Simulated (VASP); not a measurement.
## SnSe: relaxation of cell and atoms with r2SCAN

Crystal: SnSe.

```
CELL_PARAMETERS angstrom
3.21127 0.00000 0.00000
0.00000 3.21127 0.00000
0.00000 0.00000 3.21127
ATOMIC_POSITIONS crystal
Sn 0.50000 0.50000 0.50000
Se 0.00000 0.00000 0.00000
```

Measurements of this composition are mostly on another form, of space group No. 62.

```yaml
Program: VASP 6.6.1
Task: relaxation of cell and atoms
Functional: r2SCAN
Potentials_or_basis: VASP PAW PBE potentials, release 64 (Sn_d, Se)
Cutoff: 600 eV
k_mesh: 8 × 8 × 8
Occupations: gaussian, width 0.03 eV
Spin: no spin polarisation
Target_pressure: 50.1 GPa
Further_INCAR_settings: ALGO = Normal; EDIFF = 1e-07; IBRION = 2; EDIFFG = -0.005; NSW = 90; ISIF = 3
Target_pressure: 50.1 GPa
```

| Quantity | Value |
| --- | --- |
| Pressure after relaxing | 50.1 GPa |
| Band gap on the k mesh | none (metal or under the smearing width) |

Final structure:
```
CELL_PARAMETERS angstrom
3.21127 0.00000 0.00000
0.00000 3.21127 0.00000
0.00000 0.00000 3.21127
ATOMIC_POSITIONS crystal
Sn 0.50000 0.50000 0.50000
Se 0.00000 0.00000 0.00000
```

Levels at points of the mesh, in eV from the Fermi level:
```tsv
k point	band 8	band 9	band 10	band 11	band 12	band 13
(0.00, 0.00, 0.00)	-3.99	-3.99	-3.99	3.27	3.27	9.66
(0.50, 0.00, 0.00)	-1.69	-1.69	0.46	2.12	3.20	3.20
(0.50, 0.50, 0.00)	-8.97	-7.50	-1.07	5.48	5.48	6.84
(0.50, 0.50, 0.50)	-5.76	-5.76	-3.79	-3.25	-3.25	-3.25
```

Wall time 41 s on 1 thread of Intel(R) Xeon(R) 6975P-C (Granite Rapids), on a shared host, peak memory 0.18 GiB.

Caveat: the relaxation stopped at its first step, so nothing moved; the cell is relaxed towards a set pressure, so the enthalpy falls and the energy may rise; the PAW data sets were made with another functional, which shifts forces and pressure a little.
